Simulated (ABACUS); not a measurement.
# K (Im-3m) in ABACUS: relaxation of cell and atoms with PBE

Aim: the relaxation of cell and atoms of K with PBE.

Program: ABACUS 3.10.1. These are calculated values, not measurements. Logs are shortened: lines on timing, memory, paths and dates and some standing lists are left out, and cuts for length are marked.

## Step 1: The crystal as given

Symmetry: Im-3m, No. 229, cubic system. Conventional cell: a = 5.395 Å, b = 5.395 Å, c = 5.395 Å, α = 90.00°, β = 90.00°, γ = 90.00°.

## Step 2: Relaxation of cell and atoms, PBE

The input, INPUT:

```
INPUT_PARAMETERS
suffix              K
calculation         cell-relax
basis_type          lcao
pseudo_dir          ./
orbital_dir         ./
symmetry            1
dft_functional      pbe
ecutwfc             100
pseudo_rcut         10
nspin               1
nbands              9
ks_solver           genelpa
smearing_method     fd
smearing_sigma      0.00367493
scf_thr             1e-07
scf_nmax            100
mixing_type         broyden
mixing_beta         0.7
cal_force           1
cal_stress          1
out_mul             1
relax_nmax          60
force_thr_ev        0.005
relax_method        cg
out_stru            1
stress_thr          1
```

The input, STRU:

```
ATOMIC_SPECIES
K 39.0983 K.upf

NUMERICAL_ORBITAL
K_confined-atom_10au_4s3p2d1f.orb

LATTICE_CONSTANT
1.8897261246

LATTICE_VECTORS
-2.6975585167 2.6975585167 2.6975585167
2.6975585167 -2.6975585167 2.6975585167
2.6975585167 2.6975585167 -2.6975585167

ATOMIC_POSITIONS
Cartesian

K
0.0
1
0.0000000000 0.0000000000 0.0000000000 1 1 1
```

The input, KPT:

```
K_POINTS
0
Gamma
6 6 6 0 0 0
```

Potentials or basis: PseudoDojo NC SR 0.5 PBE stringent, TZDP LCAO (the cutoffs set its grid).

The run is started by

```bash
$ OMP_NUM_THREADS=1 mpirun -np 4 abacus > log
```

running log:

```text
ABACUS v3.10.1

               Atomic-orbital Based Ab-initio Computation at UStc

 ------------------------------------------------------------------------------------

 READING GENERAL INFORMATION
                           global_out_dir = OUT.K/
                           global_in_card = INPUT
                               pseudo_dir = ./
                              orbital_dir = ./
                                    DSIZE = 4
                                    GSIZE = 1

 READING UNITCELL INFORMATION
                                    ntype = 1
                  lattice constant (Bohr) = 1.88973
              lattice constant (Angstrom) = 1

 READING ATOM TYPE 1
                               atom label = K
                      L=0, number of zeta = 4
                      L=1, number of zeta = 3
                      L=2, number of zeta = 2
                      L=3, number of zeta = 1
             number of atom for this type = 1

                        TOTAL ATOM NUMBER = 1
CARTESIAN COORDINATES ( UNIT =       1.889726124600 Bohr ).
    atom                   x                   y                   z     mag                  vx                  vy                  vz
tauc_K1            0.0000000000        0.0000000000        0.0000000000  0.0000        0.0000000000        0.0000000000        0.0000000000

                          Volume (Bohr^3) = 529.87
                             Volume (A^3) = 78.5185

 Lattice vectors: (Cartesian coordinate: in unit of a_0)
             -2.69756            +2.69756            +2.69756
             +2.69756            -2.69756            +2.69756
             +2.69756            +2.69756            -2.69756
 Reciprocal vectors: (Cartesian coordinate: in unit of 2 pi/a_0)
                   +0           +0.185353           +0.185353
            +0.185353                  +0           +0.185353
            +0.185353           +0.185353                  +0
 The esolver type has been set to : ksdft_lcao

                PAO radial cut off (Bohr) = 10

 Read in pseudopotential file is K.upf
                     pseudopotential type = NC
          exchange-correlation functional = PBE
                 nonlocal core correction = 1
                        valence electrons = 9
                                     lmax = 2
                           number of zeta = 3
                     number of projectors = 6
                           L of projector = 0
                           L of projector = 0
                           L of projector = 1
                           L of projector = 1
                           L of projector = 2
                           L of projector = 2
     initial pseudo atomic orbital number = 5

[... 182 lines left out ...]
----------------------------------------------------------
[... 115 lines left out ...]
 Largest gradient in stress is 1.600515 kbar.
 Threshold is 1.000000 kbar.

 Relaxation is not converged yet!
CARTESIAN COORDINATES ( UNIT =       1.889726124600 Bohr ).
    atom                   x                   y                   z     mag                  vx                  vy                  vz
tauc_K1            0.0000000000        0.0000000000        0.0000000000  0.0000        0.0000000000        0.0000000000        0.0000000000

                          Volume (Bohr^3) = 523.660057
                             Volume (A^3) = 77.598322
[... 10 lines left out ...]
 -------------------------------------------
 STEP OF RELAXATION : 2
 -------------------------------------------

[... set-up of the moved cell ...]

 LCAO ALGORITHM --------------- ION=   2  ELEC=   1--------------------------------

 Density error is 0.000125564132
----------------------------------------------------------
     Energy           Rydberg                 eV
----------------------------------------------------------
 E_KohnSham     -60.1084002746       -817.8167413994
 E_Harris       -60.1078772994       -817.8096259566
 E_Fermi        0.1187418992         1.6155664200
----------------------------------------------------------

[... 3 further cycles ...]
 LCAO ALGORITHM --------------- ION=   2  ELEC=   5--------------------------------

 Density error is 0.000000089890
----------------------------------------------------------
     Energy           Rydberg                 eV
----------------------------------------------------------
 E_KohnSham     -60.1084003002       -817.8167417478
 E_KS(sigma->0) -60.1078327988       -817.8090204944
 E_Harris       -60.1083999275       -817.8167366767
 E_band         -10.6323094153       -144.6599909476
 E_one_elec     -37.8201280037       -514.5692399399
 E_Hartree      19.4446230884        264.5576694648
 E_xc           -12.7047848738       -172.8574661472
 E_Ewald        -29.0269755083       -394.9322626187
 E_entropy(-TS) -0.0011350029        -0.0154425068
 E_descf        0.0000000000         0.0000000000
 E_exx          0.0000000000         0.0000000000
[... 31 lines left out ...]
 Largest gradient in stress is 1.226409 kbar.
 Threshold is 1.000000 kbar.

 Relaxation is not converged yet!
CARTESIAN COORDINATES ( UNIT =       1.889726124600 Bohr ).
    atom                   x                   y                   z     mag                  vx                  vy                  vz
tauc_K1            0.0000000000        0.0000000000        0.0000000000  0.0000        0.0000000000        0.0000000000        0.0000000000

                          Volume (Bohr^3) = 505.322129
                             Volume (A^3) = 74.880924
[... 10 lines left out ...]
 -------------------------------------------
 STEP OF RELAXATION : 3
 -------------------------------------------

[... set-up of the moved cell ...]

 LCAO ALGORITHM --------------- ION=   3  ELEC=   1--------------------------------

 Density error is 0.000263480766
----------------------------------------------------------
     Energy           Rydberg                 eV
----------------------------------------------------------
 E_KohnSham     -60.1084793132       -817.8178167746
 E_Harris       -60.1076959942       -817.8071591727
 E_Fermi        0.1291206324         1.7567763295
----------------------------------------------------------

[... 4 further cycles ...]
 LCAO ALGORITHM --------------- ION=   3  ELEC=   6--------------------------------

 Density error is 0.000000005602
----------------------------------------------------------
     Energy           Rydberg                 eV
----------------------------------------------------------
 E_KohnSham     -60.1084794561       -817.8178187191
 E_KS(sigma->0) -60.1079123650       -817.8101030489
 E_Harris       -60.1084794678       -817.8178188788
 E_band         -10.5269985517       -143.2271631404
 E_one_elec     -37.2289346107       -506.5256411744
 E_Hartree      19.2043713451        261.2888768014
 E_xc           -12.7088447146       -172.9127031163
 E_Ewald        -29.3739372937       -399.6529198894
 E_entropy(-TS) -0.0011341822        -0.0154313405
 E_descf        0.0000000000         0.0000000000
 E_exx          0.0000000000         0.0000000000
[... 97 lines left out ...]
 Largest gradient in stress is 0.010025 kbar.
 Threshold is 1.000000 kbar.

 Relaxation is converged!

 --------------------------------------------
 !FINAL_ETOT_IS -817.8178187191067536 eV
 --------------------------------------------
```

mulliken.txt:

```text
 2
CALCULATE THE MULLIkEN ANALYSIS FOR EACH ATOM
 Total charge:	9
Decomposed Mulliken populations
0                              Zeta of K              Spin 1
s                                      0              1.9999
[... 31 lines left out ...]
SUM OVER M+Zeta                                       0.0345

fz^3                                   0              0.0002
fxz^2                                  0              0.0002
fyz^2                                  0              0.0001
fzx^2-zy^2                             0              0.0002
fxyz                                   0              0.0011
fx^3-3*xy^2                            0              0.0002
f3yx^2-y^3                             0              0.0005
SUM OVER M                                            0.0024
SUM OVER M+Zeta                                       0.0024

SUM OVER M+Zeta+L                                     9.0000

Total Charge on atom:                  K              9.0000
```

Run time: 15 s. Hardware: 4 MPI ranks of Intel Xeon Platinum 8488C (Sapphire Rapids), shared host; peak memory 0.52 GiB.

What came out:

```
Free energy                            : -817.8178 eV
Relaxed volume                         : 74.88 Å³/atom
Relaxed cell                           : a = 4.599 Å, b = 4.599 Å, c = 4.599 Å, α = 109.47°, β = 109.47°, γ = 109.47°
Space group after relaxing (to 0.05 Å) : Im-3m (No. 229)
Energy gained by relaxing              : 1.9 meV/atom
Ionic steps                            : 3
Pressure after relaxing                : 0.0 GPa
```

Step by step:
| step | energy change (eV) | largest force (eV/Å) | pressure (GPa) | volume (Å³) |
| --- | --- | --- | --- | --- |
| 1 | 0.0000 | 0.0000 | -0.16 | 78.52 |
| 2 | -0.0008 | 0.0000 | -0.12 | 77.60 |
| 3 | -0.0019 | 0.0000 | 0.00 | 74.88 |

Final structure:
```xyz
1
Lattice="-2.6552 2.6552 2.6552 2.6552 -2.6552 2.6552 2.6552 2.6552 -2.6552" Properties=species:S:1:pos:R:3 pbc="T T T"
K     0.0000    0.0000    0.0000
```

Caveat: the atomic orbitals were generated for these runs and aren't a published set; the orbitals of K, Rb and Cs are too short, which can make volumes 7 to 10 % small; the basis of atomic orbitals isn't converged, which shifts pressures, moduli and gaps.
